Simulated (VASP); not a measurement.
# NaH (Fm-3m) in VASP: further runs

Aim: see how the results for NaH move with the level of theory and the settings. Levels: rev-vdW-DF2, LDA. Tasks: relaxation of cell and atoms, single point.

All numbers are computed with VASP 6.6.1; they aren't measurements. Logs are shortened: lines on timing, memory, paths and dates and some standing lists are left out, and cuts for length are marked.

## (1) The structure

It takes space group Fm-3m (No. 225, cubic). Conventional cell: a = 4.880 Å, b = 4.880 Å, c = 4.880 Å, α = 90.00°, β = 90.00°, γ = 90.00°. Na (site symmetry m-3m) has 6 H at 2.44 Å as nearest neighbours. Around H (site symmetry m-3m) lie 6 Na at 2.44 Å.

## (2) Relaxation of cell and atoms, rev-vdW-DF2

Input file INCAR:

```
SYSTEM = NaH
PREC = Accurate
ENCUT = 600
EDIFF = 1E-6
ISMEAR = -5
SIGMA = 0.05
LREAL = .FALSE.
LASPH = .TRUE.
NELM = 60
ALGO = Fast
ISIF = 3
LWAVE = .FALSE.
LCHARG = .FALSE.
GGA = MK
LUSE_VDW = .TRUE.
AGGAC = 0.0
PARAM1 = 0.1234
PARAM2 = 0.711357
ZAB_VDW = -1.8867
IBRION = 2
NSW = 60
EDIFFG = -0.01
```

Input file KPOINTS:

```
regular mesh
0
G
  9 9 9
  0 0 0
```

Input file POSCAR:

```
NaH
1.0
    0.0000000000      2.4400000000      2.4400000000
    2.4400000000      0.0000000000      2.4400000000
    2.4400000000      2.4400000000      0.0000000000
Na H
1 1
Cartesian
    0.0000000000      0.0000000000      0.0000000000
    2.4400000000      2.4400000000      2.4400000000
```

Potentials or basis: VASP PAW PBE potentials, release 64 (Na_pv, H).

On the command line:

```console
cat potpaw_PBE.64/Na_pv/POTCAR potpaw_PBE.64/H/POTCAR > POTCAR
mpirun -np 1 vasp_std > vasp.out
```

OUTCAR:

```text
SYSTEM = NaH
   PREC = Accurate
   ENCUT = 600
   EDIFF = 1E-6
   ISMEAR = -5
   LREAL = .FALSE.
   LASPH = .TRUE.
   NELM = 60
   ISIF = 3
   GGA = MK
   IBRION = 2
   NSW = 60
   EDIFFG = -0.01

 ion  position               nearest neighbor table
   1  0.000  0.000  0.000-
   2  0.500  0.500  0.500-

  LATTYP: Found a face centered cubic cell.
 ALAT       =     4.8800000000

  Lattice vectors:

 A1 = (   0.0000000000,   2.4400000000,   2.4400000000)
 A2 = (   2.4400000000,   0.0000000000,   2.4400000000)
 A3 = (   2.4400000000,   2.4400000000,   0.0000000000)

Analysis of symmetry for initial positions (statically):
=====================================================================
 Subroutine PRICEL returns:
 Original cell was already a primitive cell.

 Routine SETGRP: Setting up the symmetry group for a
 face centered cubic supercell.

 Subroutine GETGRP returns: Found 48 space group operations
 (whereof 48 operations were pure point group operations)
 out of a pool of 48 trial point group operations.

The static configuration has the point symmetry O_h .

Analysis of symmetry for dynamics (positions and initial velocities):
=====================================================================
 Subroutine PRICEL returns:
 Original cell was already a primitive cell.

 Routine SETGRP: Setting up the symmetry group for a
 face centered cubic supercell.

 Subroutine GETGRP returns: Found 48 space group operations
 (whereof 48 operations were pure point group operations)
 out of a pool of 48 trial point group operations.

The dynamic configuration has the point symmetry O_h .

 Subroutine INISYM returns: Found 48 space group operations
 (whereof 48 operations are pure point group operations),
 and found     1 'primitive' translations

----------------------------------------------------------------------------------------

                                     Primitive cell

  volume of cell :      29.0536

  direct lattice vectors                    reciprocal lattice vectors
     0.000000000  2.440000000  2.440000000    -0.204918033  0.204918033  0.204918033
     2.440000000  0.000000000  2.440000000     0.204918033 -0.204918033  0.204918033
     2.440000000  2.440000000  0.000000000     0.204918033  0.204918033 -0.204918033

  length of vectors
     3.450681092  3.450681092  3.450681092     0.354928444  0.354928444  0.354928444

  position of ions in fractional coordinates (direct lattice)
     0.000000000  0.000000000  0.000000000
     0.500000000  0.500000000  0.500000000

  ion indices of the primitive-cell ions
   primitive index   ion index
                 1           1
                 2           2

----------------------------------------------------------------------------------------

 KPOINTS: regular mesh

Automatic generation of k-mesh.
 Grid dimensions read from file:
 generate k-points for:    9    9    9

 Generating k-lattice:

  Cartesian coordinates                     Fractional coordinates (reciprocal lattice)
    -0.022768670  0.022768670  0.022768670     0.111111111  0.000000000  0.000000000
     0.022768670 -0.022768670  0.022768670     0.000000000  0.111111111  0.000000000
     0.022768670  0.022768670 -0.022768670     0.000000000  0.000000000  0.111111111

  Length of vectors
     0.039436494  0.039436494  0.039436494

  Shift w.r.t. Gamma in fractional coordinates (k-lattice)
     0.000000000  0.000000000  0.000000000

 TETIRR: Found    115 inequivalent tetrahedra from     4374

 Subroutine IBZKPT returns following result:
 ===========================================

 Found     35 irreducible k-points:

 Following reciprocal coordinates:
            Coordinates               Weight
  0.000000  0.000000  0.000000      1.000000
  0.111111  0.000000  0.000000      8.000000
  0.222222  0.000000  0.000000      8.000000
  0.333333  0.000000  0.000000      8.000000
  0.444444  0.000000  0.000000      8.000000
  0.111111  0.111111  0.000000      6.000000
[... 16 lines left out ...]
 -0.333333  0.333333  0.000000     12.000000
  0.444444  0.444444  0.000000      6.000000
 [... further k-points ...]
   k-points           NKPTS =     35   k-points in BZ     NKDIM =     35   number of bands    NBANDS=      8
   number of dos      NEDOS =    301   number of ions     NIONS =      2
   total plane-waves  NPLWV =  21952
   dimension x,y,z NGX =    28 NGY =   28 NGZ =   28
   dimension x,y,z NGXF=    56 NGYF=   56 NGZF=   56
   ions per type =               1   1
   NGX,Y,Z   is equivalent  to a cutoff of  13.49, 13.49, 13.49 a.u.
   NGXF,Y,Z  is equivalent  to a cutoff of  26.98, 26.98, 26.98 a.u.
 SYSTEM =  NaH
   PREC   = accura    normal or accurate (medium, high low for compatibility)
   ISTART =      0    job   : 0-new  1-cont  2-samecut
   ICHARG =      2    charge: 1-file 2-atom 10-const
   ISPIN  =      1    spin polarized calculation?
   LNONCOLLINEAR =      F non collinear calculations
   LSORBIT =      F    spin-orbit coupling
   LASPH  =      T    aspherical Exc in radial PAW
   ENCUT  =  600.0 eV  44.10 Ry    6.64 a.u.   6.89  6.89  6.89*2*pi/ulx,y,z
   NELM   =     60;   NELMIN=  2; NELMDL= -5     # of ELM steps
   EDIFF  = 0.1E-05   stopping-criterion for ELM
   LREAL  =      F    real-space projection
   EDIFFG = -.1E-01   stopping-criterion for IOM
   NSW    =     60    number of steps for IOM
   IBRION =      2    ionic relax: 0-MD 1-quasi-New 2-CG
   NFREE  =      1    steps in history (QN), initial steepest desc. (CG)
   ISIF   =      3    stress and relaxation
   ISYM   =      2    0-nonsym 1-usesym 2-fastsym
   POTIM  = 0.5000    time-step for ionic-motion
   TEBEG  =    0.0;   TEEND  =   0.0 temperature during run
   PSTRESS=    0.0 pullay stress
   NELECT =       8.0000    total number of electrons
   NUPDOWN=      -1.0000    fix difference up-down
   EMIN   =  10.00;   EMAX   =-10.00  energy-range for DOS
   EFERMI =   0.00;   METHOD = LEGACY
   ISMEAR =    -5;   SIGMA  =   0.05  broadening in eV -4-tet -1-fermi 0-gaus
   EFERMI_NEDOS =   21; number of points for ismear=-14 and -15
   IALGO  =     68    algorithm
   IMIX   =      4    mixing-type and parameters
     AMIX     =   0.40;   BMIX     =  1.00
     AMIX_MAG =   1.60;   BMIX_MAG =  1.00
  volume/ion in A,a.u.               =      14.53        98.03
  Fermi-wavevector in a.u.,A,eV,Ry     =   1.065054  2.012660 15.433636  1.134340
  Thomas-Fermi vector in A             =   2.200593
   LORBIT       =      0    0 simple, 1 ext, 2 COOP (PROOUT), +10 PAW based schemes
   GGA     = MK    functional components
   LHFCALC =     F    Hartree Fock is set to
   AEXX    =    0.0000 exact exchange contribution
   IVDW_NL    =     1    kernel type
   BPARAM     = 6.3000
   IVDW    =     0    specifies the selected vdW correction
   LEPSILON=     F    determine dielectric tensor
   LRPA    =     F    only Hartree local field effects (RPA)
 conjugate gradient relaxation of ions
 non-spin polarized calculation
 RMM-DIIS sequential band-by-band and
 Fermi weights with tetrahedron method with Bloechl corrections
  energy-cutoff  :      600.00
  volume of cell :       29.05
 maximum number of plane-waves:       984
   NGX = 13   NGY = 13   NGZ = 13

--------------------------------------- Ionic step        1  -------------------------------------------

 number of electron       8.0000008 magnetization

 Free energy of the ion-electron system (eV)
  ---------------------------------------------------
  ext. energy  EPLUGINS =         0.00000000
  ---------------------------------------------------
  free energy    TOTEN  =        -3.23010475 eV

  energy without entropy =       -3.23010475  energy(sigma->0) =       -3.23010475

------------------------ aborting loop because EDIFF is reached ----------------------------------------

  FORCE on cell =-STRESS in cart. coord.  units (eV):
  Direction    XX          YY          ZZ          XY          YZ          ZX
  --------------------------------------------------------------------------------------
  -------------------------------------------------------------------------------------
  Total       -0.1799827     -0.1799827     -0.1799827     -0.0000000     -0.0000000      0.0000000
  in kB       -9.9252612     -9.9252612     -9.9252612     -0.0000000     -0.0000000      0.0000000
  external PRESSURE =      -9.9252612 kB  Pullay stress =       0.0000000 kB
[... 99 lines left out ...]
Total vdW correction in eV:      1.8579807

--------------------------------------- Ionic step        4  -------------------------------------------

 number of electron       7.9999993 magnetization

 Free energy of the ion-electron system (eV)
  ---------------------------------------------------
  ext. energy  EPLUGINS =         0.00000000
  ---------------------------------------------------
  free energy    TOTEN  =        -3.23428664 eV

  energy without entropy =       -3.23428664  energy(sigma->0) =       -3.23428664

 E-fermi :  -1.1799     XC(G=0):  -7.8533

 val. band max:       -1.1836133734   @ k =  -0.3333   0.4444   0.1111
 cond. band min:       2.9891268222   @ k =  -0.4444   0.1111   0.0000
 fundamental gap:      4.1727401956
 Fermi energy:        -1.1799278609

 k-point     1 :       0.0000    0.0000    0.0000
  band No.  band energies     occupation
      1     -23.2876      2.00000
      2     -23.2876      2.00000
      3     -23.2876      2.00000
      4      -4.7591      2.00000
      5       9.5295      0.00000
      6      14.7092      0.00000
      7      14.7092      0.00000
      8      14.7092      0.00000
[... 243 lines left out ...]
 k-point    24 :       0.4444    0.4444    0.0000
  band No.  band energies     occupation
      1     -23.3738      2.00000
      2     -23.3203      2.00000
      3     -23.3203      2.00000
      4      -1.4795      2.00000
      5       3.8683      0.00000
      6       9.2344      0.00000
      7       9.7674      0.00000
      8       9.7674      0.00000

 [... further k-points ...]

------------------------ aborting loop because EDIFF is reached ----------------------------------------

  FORCE on cell =-STRESS in cart. coord.  units (eV):
  Direction    XX          YY          ZZ          XY          YZ          ZX
  --------------------------------------------------------------------------------------
  -------------------------------------------------------------------------------------
  Total       -0.0082327     -0.0082327     -0.0082327     -0.0000000     -0.0000000     -0.0000000
  in kB       -0.4775538     -0.4775538     -0.4775538     -0.0000000     -0.0000000     -0.0000000
  external PRESSURE =      -0.4775538 kB  Pullay stress =       0.0000000 kB
[... 17 lines left out ...]
  FREE ENERGIE OF THE ION-ELECTRON SYSTEM (eV)
  ---------------------------------------------------
  free  energy   TOTEN  =        -3.2342866358 eV

  energy  without entropy=       -3.2342866358  energy(sigma->0) =       -3.23428664

Total vdW correction in eV:      1.8527159

 reached required accuracy - stopping structural energy minimisation
```

It took 67 s on 1 thread of Intel Xeon 6975P-C (Granite Rapids), shared host; peak memory 0.32 GiB.

What came out:

```yaml
Free_energy: -3.2343 eV
Relaxed_volume: 13.81 Å³/atom
Relaxed_cell: a = 3.393 Å, b = 3.393 Å, c = 3.393 Å, α = 60.00°, β = 60.00°, γ = 60.00°
Space_group_after_relaxing_to_0.05_Å: Fm-3m (No. 225)
Energy_gained_by_relaxing: 2.1 meV/atom
Ionic_steps: 4
Pressure_after_relaxing: 0.0 GPa
Band_gap_on_the_k_mesh: 4.17 eV, indirect (least direct gap 4.87 eV)
```

Step by step:
| step | energy change (eV) | largest force (eV/Å) | pressure (GPa) | volume (Å³) |
| --- | --- | --- | --- | --- |
| 1 | 0.0000 | 0.0000 | -0.99 | 29.05 |
| 2 | -0.0020 | 0.0000 | -0.68 | 28.68 |
| 3 | -0.0034 | 0.0000 | -0.42 | 28.32 |
| 4 | -0.0042 | 0.0000 | -0.05 | 27.62 |

Final structure:
```cif
data_structure
_symmetry_space_group_name_H-M 'P 1'
_symmetry_Int_Tables_number 1
_cell_length_a 3.3930
_cell_length_b 3.3930
_cell_length_c 3.3930
_cell_angle_alpha 60.000
_cell_angle_beta 60.000
_cell_angle_gamma 60.000
_cell_volume 27.62
loop_
_atom_site_label
_atom_site_type_symbol
_atom_site_fract_x
_atom_site_fract_y
_atom_site_fract_z
_atom_site_occupancy
Na1 Na 0.00000 0.00000 0.00000 1
H1 H 0.50000 0.50000 0.50000 1
```

Caveat: the PAW data sets were made with another functional, which shifts forces and pressure a little; an odd mesh through Γ misses points on the zone boundary, where band edges often lie.

## (3) Single point, LDA (volume scaled by 1.25)

Input file run.py:

```python
from ase.calculators.vasp import Vasp
from ase.dft.bandgap import bandgap
from ase.io import read

atoms = read('NaH.cif', primitive_cell=True, subtrans_included=False)
calc = Vasp(
    directory='calc',
    xc='lda',
    pp='LDA',
    setups='recommended',
    prec='Accurate',
    encut=520,
    ediff=0.0001,
    ismear=0,
    sigma=0.1,
    lreal=False,
    lasph=True,
    nelm=80,
    algo='Normal',
    isif=2,
    lwave=False,
    lcharg=True,
    lelf=True,
    lvhar=True,
    amix=0.2,
    bmix=0.0001,
    amix_mag=0.8,
    bmix_mag=0.0001,
    kpts=[9, 9, 9],
    gamma=True,
)
atoms.calc = calc

print('energy (eV):', atoms.get_potential_energy())
print('free energy (eV):', atoms.get_potential_energy(force_consistent=True))
print('forces (eV/A):')
print(atoms.get_forces())
print('stress (eV/A^3, Voigt):', atoms.get_stress())
print('Fermi level (eV):', calc.get_fermi_level())
gap, top, bottom = bandgap(calc)
print('band gap (eV):', gap, 'from (spin, k, band)', top, 'to', bottom)
```

Input file NaH.cif:

```cif
data_NaH
_cell_length_a 5.25682064
_cell_length_b 5.25682064
_cell_length_c 5.25682064
_cell_angle_alpha 90.00000000
_cell_angle_beta 90.00000000
_cell_angle_gamma 90.00000000
_space_group_name_H-M_alt 'Fm-3m'
_space_group_name_Hall '-F 4 2 3'
_space_group_IT_number 225
loop_
_space_group_symop_operation_xyz
'x,y,z'
'-x,-y,-z'
'-y,x,z'
'y,-x,-z'
'-x,-y,z'
'x,y,-z'
'y,-x,z'
'-y,x,-z'
'x,-y,-z'
'-x,y,z'
'-y,-x,-z'
'y,x,z'
'-x,y,-z'
'x,-y,z'
'y,x,-z'
'-y,-x,z'
'z,x,y'
'-z,-x,-y'
'z,-y,x'
'-z,y,-x'
'z,-x,-y'
'-z,x,y'
'z,y,-x'
'-z,-y,x'
'-z,x,-y'
'z,-x,y'
'-z,-y,-x'
'z,y,x'
'-z,-x,y'
'z,x,-y'
'-z,y,x'
'z,-y,-x'
'y,z,x'
'-y,-z,-x'
'x,z,-y'
'-x,-z,y'
'-y,z,-x'
'y,-z,x'
'-x,z,y'
'x,-z,-y'
'-y,-z,x'
'y,z,-x'
'-x,-z,-y'
'x,z,y'
'y,-z,-x'
'-y,z,x'
'x,-z,y'
'-x,z,-y'
'x,y+1/2,z+1/2'
'-x,-y+1/2,-z+1/2'
'-y,x+1/2,z+1/2'
'y,-x+1/2,-z+1/2'
[... 63 lines left out ...]
'-z+1/2,y,-x+1/2'
'z+1/2,-x,-y+1/2'
'-z+1/2,x,y+1/2'
'z+1/2,y,-x+1/2'
'-z+1/2,-y,x+1/2'
'-z+1/2,x,-y+1/2'
'z+1/2,-x,y+1/2'
'-z+1/2,-y,-x+1/2'
'z+1/2,y,x+1/2'
'-z+1/2,-x,y+1/2'
'z+1/2,x,-y+1/2'
'-z+1/2,y,x+1/2'
'z+1/2,-y,-x+1/2'
'y+1/2,z,x+1/2'
'-y+1/2,-z,-x+1/2'
'x+1/2,z,-y+1/2'
'-x+1/2,-z,y+1/2'
'-y+1/2,z,-x+1/2'
'y+1/2,-z,x+1/2'
'-x+1/2,z,y+1/2'
'x+1/2,-z,-y+1/2'
'-y+1/2,-z,x+1/2'
'y+1/2,z,-x+1/2'
'-x+1/2,-z,-y+1/2'
'x+1/2,z,y+1/2'
'y+1/2,-z,-x+1/2'
'-y+1/2,z,x+1/2'
'x+1/2,-z,y+1/2'
'-x+1/2,z,-y+1/2'
'x+1/2,y+1/2,z'
'-x+1/2,-y+1/2,-z'
'-y+1/2,x+1/2,z'
'y+1/2,-x+1/2,-z'
'-x+1/2,-y+1/2,z'
'x+1/2,y+1/2,-z'
'y+1/2,-x+1/2,z'
'-y+1/2,x+1/2,-z'
'x+1/2,-y+1/2,-z'
'-x+1/2,y+1/2,z'
'-y+1/2,-x+1/2,-z'
'y+1/2,x+1/2,z'
'-x+1/2,y+1/2,-z'
'x+1/2,-y+1/2,z'
'y+1/2,x+1/2,-z'
'-y+1/2,-x+1/2,z'
'z+1/2,x+1/2,y'
'-z+1/2,-x+1/2,-y'
'z+1/2,-y+1/2,x'
'-z+1/2,y+1/2,-x'
'z+1/2,-x+1/2,-y'
'-z+1/2,x+1/2,y'
'z+1/2,y+1/2,-x'
'-z+1/2,-y+1/2,x'
'-z+1/2,x+1/2,-y'
'z+1/2,-x+1/2,y'
'-z+1/2,-y+1/2,-x'
'z+1/2,y+1/2,x'
'-z+1/2,-x+1/2,y'
'z+1/2,x+1/2,-y'
'-z+1/2,y+1/2,x'
'z+1/2,-y+1/2,-x'
'y+1/2,z+1/2,x'
'-y+1/2,-z+1/2,-x'
'x+1/2,z+1/2,-y'
'-x+1/2,-z+1/2,y'
'-y+1/2,z+1/2,-x'
'y+1/2,-z+1/2,x'
'-x+1/2,z+1/2,y'
'x+1/2,-z+1/2,-y'
'-y+1/2,-z+1/2,x'
'y+1/2,z+1/2,-x'
'-x+1/2,-z+1/2,-y'
'x+1/2,z+1/2,y'
'y+1/2,-z+1/2,-x'
'-y+1/2,z+1/2,x'
'x+1/2,-z+1/2,y'
'-x+1/2,z+1/2,-y'
loop_
_atom_site_label
_atom_site_type_symbol
_atom_site_symmetry_multiplicity
_atom_site_Wyckoff_symbol
_atom_site_fract_x
_atom_site_fract_y
_atom_site_fract_z
_atom_site_occupancy
Na1 Na 4 a 0.0000000000 0.0000000000 0.0000000000 1
H1 H 4 b 0.5000000000 0.0000000000 0.0000000000 1
```

Potentials or basis: VASP PAW LDA potentials, release 64 (Na_pv, H).

On the command line:

```console
python run.py
```

Run time: 6 s. Hardware: 1 thread of Intel Xeon 6975P-C (Granite Rapids), shared host; peak memory 0.13 GiB.

These settings aren't checked as converged (typed here: EDIFF = 0.0001; AMIX = 0.2; BMIX = 0.0001; AMIX_MAG = 0.8; BMIX_MAG = 0.0001): the numbers below hold their error.

Results:

| Item | Value |
| --- | --- |
| Free energy | -5.1972 eV |
| Pressure | -5.2 GPa |
| Band gap on the k mesh | 3.30 eV, indirect (least direct gap 3.94 eV) |

Caveat: an odd mesh through Γ misses points on the zone boundary, where band edges often lie.
